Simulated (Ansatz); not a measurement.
A 3-atom cell of PtSe2 started from a crystallographic database was relaxed with 3 functionals in the plane-wave code Ansatz, cell and atoms free, the symmetry of the start kept (meshes: PBE-D3(BJ) 12×12×4, r2SCAN+rVV10 12×12×6, PBE-D4 12×12×6). The values are computed, spin-unpolarised.

The PBE-D4 result:
```
Pt Se
1.0
     3.77238    0.00000    0.00000
    -1.88619    3.26698    0.00000
     0.00000    0.00000    4.82747
Pt Se
1 2
Direct
  0.00000 0.00000 0.00000
  0.33333 0.66667 0.26539
  0.66667 0.33333 0.73461
```

It is trigonal, P-3m1 (No. 164); conventional cell a = 3.772 Å, c = 4.827 Å, 19.83 Å³ an atom. Pt has 6 Se at 2.53 Å; Se has 3 Pt at 2.53 Å.

Task: How does the cell change with PBE-D3(BJ)?

Result: a = 3.771 Å, c = 4.825 Å; the volume differs by -0.1 % from PBE-D4's. Pt is surrounded by 6 Se at 2.53 Å; Se is surrounded by 3 Pt at 2.53 Å.

Task: How does the cell change with r2SCAN+rVV10?

Result: a = 3.729 Å, c = 5.277 Å; the volume differs by +6.8 % from PBE-D4's. Pt is surrounded by 6 Se at 2.51 Å; Se is surrounded by 3 Pt at 2.51 Å.

Task: How do the relaxed cells compare with measured ones?

Result:
Comparison with experiment:
- Lattice constant a, measured 3.7278 Å: PBE-D3(BJ) 3.771 (+1.2 %), r2SCAN+rVV10 3.729 (0.0 %), PBE-D4 3.772 (+1.2 %). Source: 3.7278 Å (a of the 1T cell; literature experimental value used as calculation input; measurement temperature not stated; quoted in “Metal-to-insulator transition in Pt-doped TiSe2 driven by emergent network of narrow transport channels”, 2019, arxiv:1912.08246).
- Lattice constant c, measured 5.0813 Å: PBE-D3(BJ) 4.825 (-5.0 %), r2SCAN+rVV10 5.277 (+3.9 %), PBE-D4 4.827 (-5.0 %). Source: 5.0813 Å (c of the 1T cell; literature experimental value used as calculation input; measurement temperature not stated; quoted in “Metal-to-insulator transition in Pt-doped TiSe2 driven by emergent network of narrow transport channels”, 2019, arxiv:1912.08246).
The calculated lattice is static; the measured one holds thermal expansion and zero-point motion. Reports marked as nanostructured, strained, doped, implanted or mixed samples, and transport gaps, were set aside.

The cell is metallic with PBE-D3(BJ), r2SCAN+rVV10, PBE-D4, and these meshes limit the relaxed cells of a metal.

Spin-orbit coupling is left out, which matters wherever the heavy atoms make up the band edges.
